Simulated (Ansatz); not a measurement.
## Electron scattering at the Σ5 (310) boundary in fcc Ir with Mn (substitutional)

Wanted: what the Σ5 (310) boundary in fcc Ir with Mn (substitutional) costs an interconnect.

Program: Ansatz 0.2.0. Level of theory: Ansatz plane-wave DFT, PBE, PAW files; relaxation of a bicrystal slab with its lowest layers held; PAW set soft_1, in the first sound run; inputs show where later runs differ. Results are calculated unless marked as measured.

### 1. Set-up

The cell holds 32 atoms: 31 Ir and 1 Mn. Cell: a = 6.071 Å, b = 3.839 Å, c = 30.426 Å, α = 90.0°, β = 90.0°, γ = 90.0°. It derives from Ir. built on the (3 1 0) plane; 2 overlapping atoms removed and the grains opened by 0 Å. Vacuum lies along c.

### 2. Relaxing the bicrystal

The boundary is built by mirroring the lower grain in the boundary plane and removing any atoms that overlap; then the Mn is put in at the boundary. A thin bicrystal slab is relaxed first, with the lowest layers held and the upper grain free to shift and open.

The input, input.yaml:

```yaml
crystal:
  lattice:
    - [6.0706244242, 0.0, 0.0]
    - [0.0, 3.8394, 0.0]
    - [0.0, 0.0, 30.4259981568]
  atoms:
    - { symbol: Ir, position: [0.2000000001, 0.0, 0.1643331461] }
    - { symbol: Ir, position: [0.9000000001, 0.5, 0.1842852423] }
    - { symbol: Ir, position: [0.6000000001, 0.0, 0.2042373385] }
    - { symbol: Ir, position: [0.3000000001, 0.5, 0.2241894347] }
    - { symbol: Ir, position: [1.0e-10, 0.0, 0.2441415309] }
    - { symbol: Ir, position: [0.7000000001, 0.5, 0.2640936271] }
    - { symbol: Ir, position: [0.4000000001, 0.0, 0.2840457233] }
    - { symbol: Ir, position: [0.1, 0.5, 0.3039978195] }
    - { symbol: Ir, position: [0.8, 0.0, 0.3239499157] }
    - { symbol: Ir, position: [0.5, 0.5, 0.3439020119] }
    - { symbol: Ir, position: [0.2, 0.0, 0.3638541082] }
    - { symbol: Ir, position: [0.9, 0.5, 0.3838062044] }
    - { symbol: Ir, position: [0.6, 0.0, 0.4037583006] }
    - { symbol: Ir, position: [0.3, 0.5, 0.4237103968] }
    - { symbol: Mn, position: [0.0, 0.0, 0.443662493] }
    - { symbol: Ir, position: [0.6, 0.0, 0.4835666854] }
    - { symbol: Ir, position: [0.9, 0.5, 0.5035187816] }
    - { symbol: Ir, position: [0.2, 0.0, 0.5234708778] }
    - { symbol: Ir, position: [0.5, 0.5, 0.543422974] }
    - { symbol: Ir, position: [0.8, 0.0, 0.5633750702] }
    - { symbol: Ir, position: [0.1, 0.5, 0.5833271664] }
    - { symbol: Ir, position: [0.4000000001, 0.0, 0.6032792626] }
    - { symbol: Ir, position: [0.7000000001, 0.5, 0.6232313588] }
    - { symbol: Ir, position: [1.0e-10, 0.0, 0.643183455] }
    - { symbol: Ir, position: [0.3000000001, 0.5, 0.6631355512] }
    - { symbol: Ir, position: [0.6000000001, 0.0, 0.6830876475] }
    - { symbol: Ir, position: [0.9000000001, 0.5, 0.7030397437] }
    - { symbol: Ir, position: [0.2000000001, 0.0, 0.7229918399] }
    - { symbol: Ir, position: [0.5000000001, 0.5, 0.7429439361] }
    - { symbol: Ir, position: [0.8000000001, 0.0, 0.7628960323] }
    - { symbol: Ir, position: [0.1000000001, 0.5, 0.7828481285] }
    - { symbol: Ir, position: [0.4000000001, 0.0, 0.8028002247] }
kpoints:
  mp_grid: { grid: [4, 6, 1] }
hamiltonian:
  xc: pbe
  pseudopotentials: { kind: paw, azcp: { folder: soft_1 } }
scf:
  occupations: { method: fermi_dirac, width: 0.1 }
relax:
  f_tol: 0.03
  max_steps: 80
  constraints: [{ sites: [0, 1, 2, 3, 4] }]
```

The run is started by

```bash
ansatz run input.yaml --threads 4 --pin off --max-ram 15360MiB --backend cpu --events-out ev --progress --plain --runs-dir out
```

Numbers of over 12 decimals in the logs are rounded to 6 here.

Output:

```text
Engine: ansatz 0.2.0, aarch64-unknown-linux-gnu
Pseudopotentials: kind: paw
Pseudopotential: Ir, paw, valence charge 17, recommended cutoff 420 eV (normal), soft_1/Ir.paw.azcp
Pseudopotential: Mn, paw, valence charge 15, recommended cutoff 420 eV (normal), soft_1/Mn.paw.azcp
Functional definition: PBE
  parameter kappa = 0.804
  parameter beta = 0.066725
  exchange = pbe_x(kappa = kappa, mu = beta*pi^2/3)
  correlation = pbe_c(beta = beta)
Crystal: 32 atoms, lattice volume = 709.156 Å³
Basis set: ecut = 420 eV, 13845 PW (Γ), exchange–correlation on 90×54×432 points (8 copies of the dense FFT grid, shifted against one another)
Bands: 326, of which v1, the nominal top of the filled ones, is band 271 counted from 1 (270 counted from 0)
Symmetry: 2 space group operations
Space group: Pm (ITA 6), of the structure as read, at distance tolerance 8.9e-5 Å
k-points: 12 of 24 (time reversal used)
Non-local potential: Ir, projectors of the file, l = 0: 3, l = 1: 2, l = 2: 2, l = 3: 1
Non-local potential: Mn, projectors of the file, l = 0: 3, l = 1: 2, l = 2: 3, l = 3: 1
PAW form: soft (Blöchl's): semilocal exchange-correlation on the pseudo side does not see the compensation charge
PAW one-centre angular grid: Ir, 590 points (default); XC on 64 Gauss nodes
PAW one-centre angular grid: Mn, 590 points (default); XC on 64 Gauss nodes
Initial density: superposition of atomic densities (neutral atoms: chi_scale 0, normalization atom)
Initial wavefunctions: pseudopotential atomic-orbital guess
Functional: x = pbe(κ = 0.804, μ = 0.219515), c = pbe(β = 0.066725)
SCF iter   1: F=—  HF=-373933.768748 eV  |F-HF|=—  |Δ(HF+E_count)|=         —  Δρ=7.46e-2  dr2=1.31e2  ethr=3.10e-3  ⟨swp⟩=7.0  Hψ=15508  notcnv=0  defer=115
preconditioner: auto → LDOS  [metal: Δε(μ)=0.007 eV  Ē_g=6.276 eV  σ=0.100 eV  W_gap=0.02  n_scr=206 (ndim 8)  ℏωp=23.6 eV  f_vac=0.295  D(μ)=34.91/eV (n_scr^D=310)  β→1.0]
SCF iter   2: F=—  HF=-373932.388242 eV  |F-HF|=—  |Δ(HF+E_count)|=    1.38e0  Δρ=3.58e-2  dr2=1.37e1  ethr=3.10e-3  ⟨swp⟩=3.0  Hψ=7794  notcnv=0  defer=163
SCF iter   3: F=—  HF=-373929.222980 eV  |F-HF|=—  |Δ(HF+E_count)|=    3.17e0  Δρ=8.67e-3  dr2=1.14e0  ethr=2.52e-3  ⟨swp⟩=3.4  Hψ=8414  notcnv=0  defer=162
SCF iter   4: F=—  HF=-373928.924363 eV  |F-HF|=—  |Δ(HF+E_count)|=   2.99e-1  Δρ=4.78e-3  dr2=2.59e-1  ethr=2.10e-4  ⟨swp⟩=2.5  Hψ=7128  notcnv=0  defer=157
SCF iter   5: F=—  HF=-373928.923783 eV  |F-HF|=—  |Δ(HF+E_count)|=   5.80e-4  Δρ=1.34e-3  dr2=2.81e-2  ethr=4.78e-5  ⟨swp⟩=1.8  Hψ=4899  notcnv=0  defer=157
SCF iter   6: F=—  HF=-373928.926561 eV  |F-HF|=—  |Δ(HF+E_count)|=   2.78e-3  Δρ=5.80e-4  dr2=3.12e-3  ethr=5.19e-6  ⟨swp⟩=2.1  Hψ=6216  notcnv=0  defer=157
SCF iter   7: F=—  HF=-373928.925394 eV  |F-HF|=—  |Δ(HF+E_count)|=   1.17e-3  Δρ=1.85e-4  dr2=2.68e-4  ethr=5.76e-7  ⟨swp⟩=2.2  Hψ=6263  notcnv=0  defer=157
SCF iter   8: F=—  HF=-373928.925407 eV  |F-HF|=—  |Δ(HF+E_count)|=   1.34e-5  Δρ=6.95e-5  dr2=7.36e-5  ethr=4.94e-8  ⟨swp⟩=2.8  Hψ=8189  notcnv=0  defer=157
SCF iter   9: F=-373928.925398 eV  HF=-373928.925416 eV  |F-HF|=1.86e-5  |Δ(HF+E_count)|=   8.82e-6  Δρ=4.93e-5  dr2=2.16e-5  ethr=4.15e-9  ⟨swp⟩=4.8  Hψ=12685  notcnv=0
SCF 1 converged in 9 iterations: F = -373928.925398 eV  dr2 = 2.16e-5
  greatest PAW one-centre occupation: 1.000 electrons in one spin orbital (limit 2), on the Mn atom at site 14 (counted from 0), in its partial waves of l = 0
relax step   1: F+E_penalty+E_count = -373928.92539753 eV  Δ(F+E_penalty+E_count) = +0.000e0 eV  max|allowed force component| = 1.587e0 eV/Å  Δτ_max = 0.0000 Å  (9 SCF iters, dr2 threshold 2.25e-5 eV, accepted)
Initial density: handed on by an earlier stage of this run
Initial wavefunctions: those handed on with the density
iter 1 solved again at ethr=1.09e-3 eV; its pass at ethr=3.10e-3 eV (dr2=5.89e0 eV) is discarded
SCF iter   1: F=—  HF=-373929.726994 eV  |F-HF|=—  |Δ(HF+E_count)|=         —  Δρ=1.56e-2  dr2=5.84e0  ethr=1.09e-3  ⟨swp⟩=1.0  Hψ=13982  notcnv=0  defer=141
preconditioner: auto → LDOS  [metal: Δε(μ)=0.010 eV  Ē_g=6.118 eV  σ=0.100 eV  W_gap=0.03  n_scr=206 (ndim 8)  ℏωp=23.6 eV  f_vac=0.300  D(μ)=38.24/eV (n_scr^D=350)  β→1.0]
SCF iter   2: F=—  HF=-373929.630590 eV  |F-HF|=—  |Δ(HF+E_count)|=   9.64e-2  Δρ=4.80e-3  dr2=2.82e-1  ethr=1.08e-3  ⟨swp⟩=2.0  Hψ=4872  notcnv=0  defer=141
SCF iter   3: F=—  HF=-373929.592423 eV  |F-HF|=—  |Δ(HF+E_count)|=   3.82e-2  Δρ=3.28e-3  dr2=1.19e-1  ethr=5.20e-5  ⟨swp⟩=3.0  Hψ=8577  notcnv=0  defer=141
SCF iter   4: F=—  HF=-373929.567765 eV  |F-HF|=—  |Δ(HF+E_count)|=   2.47e-2  Δρ=5.66e-4  dr2=4.30e-3  ethr=2.19e-5  ⟨swp⟩=2.2  Hψ=6217  notcnv=0  defer=141
SCF iter   5: F=—  HF=-373929.566939 eV  |F-HF|=—  |Δ(HF+E_count)|=   8.26e-4  Δρ=2.46e-4  dr2=5.95e-4  ethr=7.93e-7  ⟨swp⟩=3.0  Hψ=7312  notcnv=0  defer=154
SCF iter   6: F=—  HF=-373929.566964 eV  |F-HF|=—  |Δ(HF+E_count)|=   2.42e-5  Δρ=1.47e-4  dr2=2.41e-4  ethr=1.10e-7  ⟨swp⟩=2.1  Hψ=6129  notcnv=0  defer=154
SCF iter   7: F=-373929.566915 eV  HF=-373929.566970 eV  |F-HF|=5.50e-5  |Δ(HF+E_count)|=   6.06e-6  Δρ=7.09e-5  dr2=6.80e-5  ethr=1.85e-8  ⟨swp⟩=3.2  Hψ=13179  notcnv=0
SCF 2 converged in 7 iterations: F = -373929.566915 eV  dr2 = 6.80e-5
  greatest PAW one-centre occupation: 1.000 electrons in one spin orbital (limit 2), on the Ir atom at site 12 (counted from 0), in its partial waves of l = 0
relax step   2: F+E_penalty+E_count = -373929.56691459 eV  Δ(F+E_penalty+E_count) = -6.415e-1 eV  max|allowed force component| = 1.924e0 eV/Å  Δτ_max = 0.1947 Å  (7 SCF iters, dr2 threshold 1.00e-4 eV, accepted)
iter 1 solved again at ethr=1.16e-3 eV; its pass at ethr=3.10e-3 eV (dr2=6.27e0 eV) is discarded
SCF iter   1: F=—  HF=-373930.053324 eV  |F-HF|=—  |Δ(HF+E_count)|=         —  Δρ=1.30e-2  dr2=6.21e0  ethr=1.16e-3  ⟨swp⟩=1.8  Hψ=14381  notcnv=0  defer=134
preconditioner: auto → LDOS  [metal: Δε(μ)=0.005 eV  Ē_g=6.155 eV  σ=0.100 eV  W_gap=0.01  n_scr=206 (ndim 8)  ℏωp=23.6 eV  f_vac=0.304  D(μ)=38.16/eV (n_scr^D=350)  β→1.0]
SCF iter   2: F=—  HF=-373929.983995 eV  |F-HF|=—  |Δ(HF+E_count)|=   6.93e-2  Δρ=2.99e-3  dr2=1.93e-1  ethr=1.15e-3  ⟨swp⟩=2.0  Hψ=5450  notcnv=0  defer=135
SCF iter   3: F=—  HF=-373929.975190 eV  |F-HF|=—  |Δ(HF+E_count)|=   8.80e-3  Δρ=1.99e-3  dr2=6.43e-2  ethr=3.57e-5  ⟨swp⟩=2.4  Hψ=6831  notcnv=0  defer=136
SCF iter   4: F=—  HF=-373929.960590 eV  |F-HF|=—  |Δ(HF+E_count)|=   1.46e-2  Δρ=4.17e-4  dr2=2.72e-3  ethr=1.19e-5  ⟨swp⟩=3.0  Hψ=7046  notcnv=0  defer=151
SCF iter   5: F=—  HF=-373929.960090 eV  |F-HF|=—  |Δ(HF+E_count)|=   5.00e-4  Δρ=1.26e-4  dr2=1.34e-4  ethr=5.01e-7  ⟨swp⟩=2.6  Hψ=6806  notcnv=0  defer=151
SCF iter   6: F=-373929.960068 eV  HF=-373929.960117 eV  |F-HF|=4.97e-5  |Δ(HF+E_count)|=   2.70e-5  Δρ=7.30e-5  dr2=6.51e-5  ethr=1.85e-8  ⟨swp⟩=3.0  Hψ=15749  notcnv=0
SCF 3 converged in 6 iterations: F = -373929.960068 eV  dr2 = 6.51e-5
relax step   3: F+E_penalty+E_count = -373929.96006761 eV  Δ(F+E_penalty+E_count) = -3.932e-1 eV  max|allowed force component| = 7.403e-1 eV/Å  Δτ_max = 0.1946 Å  (6 SCF iters, dr2 threshold 1.00e-4 eV, accepted)
[...]
relax step   4: F+E_penalty+E_count = -373930.11383249 eV  Δ(F+E_penalty+E_count) = -1.538e-1 eV  max|allowed force component| = 4.521e-1 eV/Å  Δτ_max = 0.2000 Å  (7 SCF iters, dr2 threshold 8.11e-5 eV, accepted)
[...]
relax step   5: F+E_penalty+E_count = -373930.12395888 eV  Δ(F+E_penalty+E_count) = -1.013e-2 eV  max|allowed force component| = 3.118e-1 eV/Å  Δτ_max = 0.2000 Å  (7 SCF iters, dr2 threshold 3.03e-5 eV, accepted)
[...]
relax step   6: F+E_penalty+E_count = -373930.16709970 eV  Δ(F+E_penalty+E_count) = -4.314e-2 eV  max|allowed force component| = 9.492e-2 eV/Å  Δτ_max = 0.0948 Å  (5 SCF iters, dr2 threshold 3.63e-5 eV, accepted)
[...]
relax step   7: F+E_penalty+E_count = -373930.16760892 eV  Δ(F+E_penalty+E_count) = -5.092e-4 eV  max|allowed force component| = 1.151e-1 eV/Å  Δτ_max = 0.0315 Å  (7 SCF iters, accepted)
[...]
relax step   8: F+E_penalty+E_count = -373930.17172771 eV  Δ(F+E_penalty+E_count) = -4.119e-3 eV  max|allowed force component| = 2.910e-2 eV/Å  Δτ_max = 0.0113 Å  (5 SCF iters, dr2 threshold 1.23e-6 eV, accepted)
iter 1 solved again at ethr=1.56e-10 eV; its pass at ethr=3.10e-3 eV (dr2=8.43e-7 eV) is discarded
SCF iter   1: F=—  HF=-373930.171708 eV  |F-HF|=—  |Δ(HF+E_count)|=         —  Δρ=8.12e-6  dr2=8.46e-7  ethr=1.56e-10  ⟨swp⟩=1.6  Hψ=9180  notcnv=0  defer=156
SCF iter   2: F=—  HF=-373930.171728 eV  |F-HF|=—  |Δ(HF+E_count)|=   2.04e-5  Δρ=5.98e-6  dr2=5.88e-7  ethr=1.56e-10  ⟨swp⟩=2.2  Hψ=6809  notcnv=0  defer=156
SCF iter   3: F=-373930.171728 eV  HF=-373930.171728 eV  |F-HF|=4.09e-8  |Δ(HF+E_count)|=   1.49e-7  Δρ=2.11e-6  dr2=6.82e-8  ethr=1.85e-11  ⟨swp⟩=3.2  Hψ=17329  notcnv=0
SCF 9 converged in 3 iterations: F = -373930.171728 eV  dr2 = 6.82e-8
relax step   9: F+E_penalty+E_count = -373930.17172824 eV  Δ(F+E_penalty+E_count) = -5.338e-7 eV  max|allowed force component| = 2.910e-2 eV/Å  Δτ_max = 0.0000 Å  (3 SCF iters, accepted)
SCF converged after 3 iterations
Free energy (F): -373930.171728 eV
Harris-Foulkes:  -373930.171728 eV  (|F-HF|=4.09e-8)
Internal energy: -373928.972163 eV  (E = F + TS)
E sigma→0 (E₀):  -373929.571946 eV
Entropy (-TS):   -1.199565 eV (-37.486 meV/atom)
Fermi energy:    14.322857 eV
--- Per-component energies (eV) ---
  E_band       = -8711.238595
  E_kinetic    = 17036.340993
  E_local      = -718963.018001  (includes V_loc(G=0)·N_el)
  E_nonlocal   = 6343.173709
  E_hartree    = 351995.365195
  E_xc         = -7232.243959
  E_vxc        = -8077.008540  (∫ρ·V_xc dr)
  E_paw        = -288543.923629  (= ΣΔE_a)
  E_vpaw       = -9041.519093  (= ΣTr[D̂ρ^β])
  E_aug_tail   = 0.011064  (compensation charges beyond the density's cutoff)
  E_ewald      = 265435.322466
  E_smearing   = -1.199565  (= −TS)
  E_closure    = -0.000000  (closes the sum)
  Σ components = -373930.171728   (vs F -373930.171728, Δ=0.00e0)
--- Forces (eV/Å), atoms counted from 1 ---
  atom   1  Ir    -0.35444682    -0.00000000     1.54189046
  atom   2  Ir     0.62178975    -0.00000000     0.54624165
  atom   3  Ir     0.09808051     0.00000000    -0.29775967
  atom   4  Ir    -0.25957415     0.00000000    -0.99548847
  atom   5  Ir    -0.13120009     0.00000000    -0.79821474
  atom   6  Ir    -0.00878188     0.00000000    -0.00385849
  atom   7  Ir    -0.00391641     0.00000000    -0.00879539
  atom   8  Ir     0.01459798    -0.00000000     0.00010292
  atom   9  Ir     0.00297173     0.00000000     0.02174810
  atom  10  Ir     0.00431036    -0.00000000     0.00392004
  atom  11  Ir     0.00085978     0.00000000    -0.00173492
  atom  12  Ir    -0.00046152     0.00000000    -0.01908020
  atom  13  Ir    -0.02909618     0.00000000     0.00109464
  atom  14  Ir     0.01011275     0.00000000    -0.00685289
  atom  15  Mn     0.00375995     0.00000000     0.01491742
  atom  16  Ir     0.02493381     0.00000000    -0.00023696
  atom  17  Ir    -0.00422870    -0.00000000     0.00825844
  atom  18  Ir    -0.00334590     0.00000000     0.00531650
  atom  19  Ir     0.00415378    -0.00000000    -0.00135742
  atom  20  Ir     0.00525514     0.00000000     0.00254053
  atom  21  Ir     0.00288730     0.00000000    -0.00432958
  atom  22  Ir    -0.00765109    -0.00000000     0.00126997
  atom  23  Ir     0.00312893     0.00000000    -0.00514871
  atom  24  Ir     0.00217252    -0.00000000     0.00099966
  atom  25  Ir    -0.00187861    -0.00000000    -0.00268314
  atom  26  Ir    -0.00386272    -0.00000000    -0.00894709
  atom  27  Ir     0.00035950    -0.00000000     0.00217550
  atom  28  Ir     0.00879493     0.00000000     0.00054936
  atom  29  Ir     0.00026230    -0.00000000     0.00677817
  atom  30  Ir     0.00747933     0.00000000    -0.00330174
  atom  31  Ir    -0.00464994    -0.00000000     0.00080673
  atom  32  Ir    -0.00280129    -0.00000000    -0.00075404
  max |Σ_I F_I| component: 6.66e-5 eV/Å
--- Relaxed structure (9 steps of the walk, 9 accepted, 0 SCFs on fresh bases) ---
  F+E_penalty+E_count = -373930.17172824 eV   max|allowed force component| = 2.910e-2 eV/Å
  atoms:
    - { symbol: Ir, position: [0.200000, 0.0, 0.1643331461] }
    - { symbol: Ir, position: [0.9000000001, 0.500000, 0.184285] }
    - { symbol: Ir, position: [0.6000000001, 0.0, 0.204237] }
    - { symbol: Ir, position: [0.3000000001, 0.500000, 0.2241894347] }
    - { symbol: Ir, position: [9.999999999999999e-11, 0.0, 0.244142] }
    - { symbol: Ir, position: [0.696277, 0.500000, 0.263100] }
    - { symbol: Ir, position: [0.399497, 2.984668107133949e-19, 0.283706] }
    - { symbol: Ir, position: [0.100972, 0.500000, 0.305706] }
    - { symbol: Ir, position: [0.800305, 1.2047093459805636e-18, 0.322581] }
    - { symbol: Ir, position: [0.503017, 0.500000, 0.344056] }
    - { symbol: Ir, position: [0.195017, -3.0130365714352534e-18, 0.367279] }
    - { symbol: Ir, position: [0.899921, 0.500000, 0.387543] }
    - { symbol: Ir, position: [0.593885, 3.3550271556837247e-18, 0.399945] }
    - { symbol: Ir, position: [0.273927, 0.500000, 0.440431] }
    - { symbol: Mn, position: [-0.00942032, 4.097761907402213e-18, 0.439005] }
    - { symbol: Ir, position: [0.598908, 4.344164328102953e-18, 0.478629] }
    - { symbol: Ir, position: [0.900988, 0.500000, 0.490961] }
    - { symbol: Ir, position: [0.198055, 1.1591581753659517e-17, 0.510296] }
    - { symbol: Ir, position: [0.504922, 0.500000, 0.534623] }
    - { symbol: Ir, position: [0.803667, 7.075319314204897e-18, 0.555333] }
    - { symbol: Ir, position: [0.104923, 0.500000, 0.572958] }
    - { symbol: Ir, position: [0.402882, 7.5373629094549e-18, 0.594712] }
    - { symbol: Ir, position: [0.702488, 0.500000, 0.614418] }
    - { symbol: Ir, position: [0.0037744, 6.856545658368032e-18, 0.635390] }
    - { symbol: Ir, position: [0.300229, 0.500000, 0.654857] }
    - { symbol: Ir, position: [0.601637, 6.875158952469666e-18, 0.675273] }
    - { symbol: Ir, position: [0.895684, 0.500000, 0.695267] }
    - { symbol: Ir, position: [0.197486, 6.7330525247529785e-18, 0.715339] }
    - { symbol: Ir, position: [0.503838, 0.500000, 0.737166] }
    - { symbol: Ir, position: [0.802484, 6.772797255236491e-18, 0.755198] }
    - { symbol: Ir, position: [0.105351, 0.500000, 0.773114] }
    - { symbol: Ir, position: [0.397250, 1.0210080727446866e-17, 0.791195] }
```

Run time: 17 min. Hardware: 4 threads of Arm Neoverse V1, shared host; peak memory 5 GiB; 66 min of CPU time.

This run has no spin polarisation, although Mn can carry a moment.

Step by step:

```csv
step,energy less that of the first step (eV),largest force component (eV/Å)
1,0.0000,1.5871
2,-0.6415,1.9243
3,-1.0347,0.7403
4,-1.1884,0.4521
5,-1.1986,0.3118
6,-1.2417,0.0949
7,-1.2422,0.1151
8,-1.2463,0.0291
9,-1.2463,0.0291
```

Forces are held to the 2 operations that the run works with; a distortion that breaks them can't arise in this run.

The atoms that moved most (Å):

```
atom      dx     dy      dz  length
Ir14  -0.158  0.000   0.509   0.533
Ir18  -0.012  0.000  -0.401   0.401
Ir17   0.006  0.000  -0.382   0.382
Ir32  -0.017  0.000  -0.353   0.353
Ir21   0.030  0.000  -0.315   0.317
Ir31   0.032  0.000  -0.296   0.298
Ir19   0.030  0.000  -0.268   0.269
Ir23   0.015  0.000  -0.268   0.269
```

This step gave:

* free energy: -373930.1717 eV
* energy at zero smearing: -373929.5719 eV
* Fermi energy: 14.32 eV

The largest force component on a free atom ends at 0.029 eV/Å, under the tolerance of 0.03, after 9 steps.

[end of part 1 of 2]

[Logs are printed without paths, hosts, clocks, repeated set-up lines and the standing remarks that a program may print on its own settings, such as how far it seeks lower states.]

[Hosts, paths, dates, database ids (printed as entryN), source tags and the programs' standing remarks are cut or masked in the printed files.]
